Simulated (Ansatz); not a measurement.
Crystal: In.

```
CELL_PARAMETERS angstrom
-1.88253 1.88253 1.88253
1.88253 -1.88253 1.88253
1.88253 1.88253 -1.88253
ATOMIC_POSITIONS crystal
In 0.00000 0.00000 0.00000
```

This isn't the form of In at room conditions, which is tetragonal.

Program: Ansatz 0.2.0. Alike in all runs: potentials or basis all-electron LAPW, scalar-relativistic; no spin polarisation; cell as given; k mesh 10 × 10 × 10; basis error allowed 0.001 eV/atom.

**Question.** Order these runs on this cell by their pressure, lowest first.
A. level PBEsol+D3(BJ); cutoff (eV) 178; smearing methfessel-paxton 0.1 eV
B. level RPBE; cutoff (eV) 177; smearing gaussian 0.1 eV
C. level PBE; cutoff (eV) 178; smearing gaussian 0.1 eV

**Answer.** A (-3.5 GPa), C (1.5 GPa), B (3.1 GPa).

Caveats: pairwise dispersion overbinds metals, which lowers pressure and volume (some runs).
